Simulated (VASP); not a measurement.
# SrCl₂: convergence, self-consistent run

SrCl₂, Imm2 (no. 44), 3 atoms in the cell. PBE; PAW potentials Sr_sv, Cl (PBE set). VASP 6.6.1. The cell is changed on purpose: last atom moved by 0.05 Å along z, cell strained by +1.0% along z.

Wanted: energy within 0.5 meV/atom; forces within 0.003 eV/Å.

What the run is for: forces; Accuracy asked: tight.

POSCAR:
```
SrCl2
1.0
    0.0000000000      3.4883500000      3.5232335000
    3.4883500000      0.0000000000      3.5232335000
    3.4883500000      3.4883500000      0.0000000000
Sr Cl
1 2
Direct
    0.0000000000      0.0000000000      0.0000000000
    0.7500000000      0.7500000000      0.7500000000
    0.2571667100      0.2571667100      0.2428332900
```

The series start from Plane-wave cutoff (eV): 340; k-point mesh: 6 × 6 × 6; Precision mode (PREC): Accurate; Electronic threshold (eV): 1e-6; Bands in all (NBANDS): 23; Aspherical gradient terms in the spheres (LASPH): yes; Electronic algorithm: ALGO=Normal; Delay and inner steps: defaults; Density mixing: defaults. Each series keeps the choices made before it, and each single choice may use up half of a tolerance.

## Plane-wave cutoff (eV)

| Plane-wave cutoff (eV) | Energy less reference (meV/atom) | Forces, largest deviation (eV/Å) | SCF iterations | Time (s) |
|---|---|---|---|---|
| 210 | 2.25 | 0.0029 | 14 | 21 |
| 260 | 2.41 | 0.0004 | 14 | 45 |
| 300 | 1.19 | 0.0006 | 14 | 52 |
| 340 | 0.87 | 0.0001 | 14 | 56 |
| 390 | 1.00 | 0.0002 | 14 | 47 |
| 460 | 0.45 | 0.0001 | 14 | 79 |
| 550 | 0.05 | 0.0000 | 14 | 131 |
| 690 (reference) | 0.00 | 0.0000 | 14 | 166 |

Chosen: 550, the loosest value from which every tighter one stays within half of the tolerance.

## k-point mesh

| k-point mesh | Energy less reference (meV/atom) | Forces, largest deviation (eV/Å) | SCF iterations | Time (s) |
|---|---|---|---|---|
| 2 × 2 × 2 | 12.97 | 0.0039 | 13 | 20 |
| 3 × 3 × 3 | 0.34 | 0.0003 | 14 | 23 |
| 4 × 4 × 4 | 0.02 | 0.0000 | 14 | 49 |
| 5 × 5 × 5 | 0.00 | 0.0000 | 14 | 84 |
| 6 × 6 × 6 | 0.00 | 0.0000 | 14 | 131 |
| 7 × 7 × 7 | 0.00 | 0.0000 | 14 | 142 |
| 9 × 9 × 9 | 0.00 | 0.0000 | 14 | 258 |
| 11 × 11 × 11 (reference) | 0.00 | 0.0000 | 14 | 421 |

Chosen: 4 × 4 × 4.

## Precision mode (PREC)

| Precision mode (PREC) | Energy less reference (meV/atom) | Forces, largest deviation (eV/Å) | SCF iterations | Time (s) |
|---|---|---|---|---|
| SingleN | 0.00 | 0.0013 | 14 | 20 |
| Normal | 0.01 | 0.0002 | 14 | 21 |
| Single | 0.02 | 0.0009 | 14 | 39 |
| Accurate (reference) | 0.00 | 0.0000 | 14 | 49 |

Chosen: SingleN.

## Electronic threshold (eV)

| Electronic threshold (eV) | Energy less reference (meV/atom) | Forces, largest deviation (eV/Å) | SCF iterations | Time (s) |
|---|---|---|---|---|
| 0.001 | 0.47 | 0.0002 | 9 | 13 |
| 0.0001 | 0.01 | 0.0000 | 11 | 16 |
| 1e-5 | 0.00 | 0.0000 | 13 | 18 |
| 1e-6 | 0.00 | 0.0000 | 14 | 20 |
| 1e-7 | 0.00 | 0.0000 | 14 | 20 |
| 1e-8 (reference) | 0.00 | 0.0000 | 17 | 25 |

Chosen: 0.0001.

## Bands in all (NBANDS)

| Bands in all (NBANDS) | Energy less reference (meV/atom) | Forces, largest deviation (eV/Å) | SCF iterations | Time (s) |
|---|---|---|---|---|
| 13 | 0.00 | 0.0003 | 11 | 10 |
| 14 | 0.00 | 0.0002 | 11 | 10 |
| 16 | 0.00 | 0.0002 | 11 | 11 |
| 18 | 0.00 | 0.0000 | 11 | 14 |
| 23 | 0.00 | 0.0001 | 11 | 16 |
| 34 (reference) | 0.00 | 0.0000 | 11 | 25 |

Chosen: 13.

## Aspherical gradient terms in the spheres (LASPH)

| Aspherical gradient terms in the spheres (LASPH) | Energy less reference (meV/atom) | Forces, largest deviation (eV/Å) | SCF iterations | Time (s) |
|---|---|---|---|---|
| yes | 0.00 | 0.0000 | 11 | 10 |
| no | 0.00 | 0.0000 | 11 | 9.7 |

Chosen: yes; no other choice that stays within half of the tolerance saves 30 % of the time.

## Electronic algorithm

| Electronic algorithm | Energy less reference (meV/atom) | Forces, largest deviation (eV/Å) | SCF iterations | Time (s) |
|---|---|---|---|---|
| ALGO=Normal | 0.00 | 0.0000 | 11 | 10 |
| ALGO=Fast | 0.04 | 0.0011 | 12 | 12 |
| ALGO=VeryFast | 0.01 | 0.0008 | 21 | 19 |
| ALGO=All ISEARCH=1 | 0.01 | 0.0003 | 15 | 14 |
| ALGO=All ISEARCH=0 | 0.01 | 0.0003 | 15 | 14 |
| ALGO=Damped TIME=0.4 | 0.63 | 0.0009 | 31 | 20 |
| ALGO=Damped TIME=0.1 | 2.20 | 0.0057 | 47 | 28 |

Chosen: ALGO=Normal.

## Delay and inner steps

| Delay and inner steps | Energy less reference (meV/atom) | Forces, largest deviation (eV/Å) | SCF iterations | Time (s) |
|---|---|---|---|---|
| defaults | 0.00 | 0.0000 | 11 | 10 |
| NELMDL=-2 | 0.00 | 0.0003 | 10 | 10 |
| NELMDL=-8 | 0.00 | 0.0000 | 14 | 14 |
| NELMDL=-12 | 0.00 | 0.0000 | 18 | 15 |
| NRMM=2 | -0.01 | 0.0002 | 12 | 9.5 |
| NRMM=6 | 0.00 | 0.0000 | 11 | 11 |
| WEIMIN=0.001 | 0.00 | 0.0000 | 11 | 11 |

Chosen: defaults.

## Density mixing

| Density mixing | Energy less reference (meV/atom) | Forces, largest deviation (eV/Å) | SCF iterations | Time (s) |
|---|---|---|---|---|
| defaults | 0.00 | 0.0000 | 11 | 10 |
| AMIN=0.01 | 0.00 | 0.0000 | 11 | 11 |
| AMIX=0.2 | 0.02 | 0.0001 | 12 | 10 |
| MIXPRE=0 | -0.01 | 0.0001 | 12 | 12 |
| BMIX=0.5 | -0.01 | 0.0002 | 11 | 11 |
| MIXPRE=2 | 0.00 | 0.0002 | 11 | 11 |
| WC=0 | 0.00 | 0.0002 | 12 | 11 |

Chosen: defaults.

## All choices together

| Input | Energy less reference (meV/atom) | Forces, largest deviation (eV/Å) | Time (s) |
|---|---|---|---|
| the program's defaults (naive) | 1.07 | 0.0017 | 7.3 |
| chosen settings | 0.07 | 0.0011 | 10 |
| reference settings throughout | 0.00 | 0.0000 | 940 |

The tolerance is met.

Values of the reference run: Forces: 0, 0, 0.06535, 0, 0, 0.06605, 0, 0, -0.1314 eV/Å.

## The input

INCAR:
```
SYSTEM = SrCl2
GGA = PE ; ISMEAR = 0
SIGMA = 0.03 ; LWAVE = .False.
LCHARG = .False. ; ISIF = 2
PREC = SingleN ; LASPH = .True.
LREAL = .False. ; ALGO = Normal
EDIFF = 1E-4 ; NELM = 120
GGA_COMPAT = .False. ; ENCUT = 550
EFERMI = MIDGAP ; NBANDS = 13
```

KPOINTS:
```
Automatic mesh
0
Gamma
  4 4 4
  0 0 0
```

Commands:
```
cat potpaw_PBE.64/Sr_sv/POTCAR potpaw_PBE.64/Cl/POTCAR > POTCAR
mpirun -np 1 vasp_std > vasp.out
```

The chosen input took VASP 6.6.1 10 s on 1 core (Intel Xeon Platinum 8259CL @ 2.50GHz (Skylake/Cascade Lake)), a shared host.

## An input that fails: too few bands

VASP's message: The number of bands is not sufficient to hold all electrons. I am sorry, but this calculation does not make sense. If you want to calculate only selected states, you need to set either EFERMI or EREF. EREF specifies around which energy states are supposed to be calculated. I found NBANDS = 11, NELECT = ….

Changes against the starting input:
```
- NELM = 120
- NBANDS = 23
+ NELM = 60
+ NBANDS = 11
```
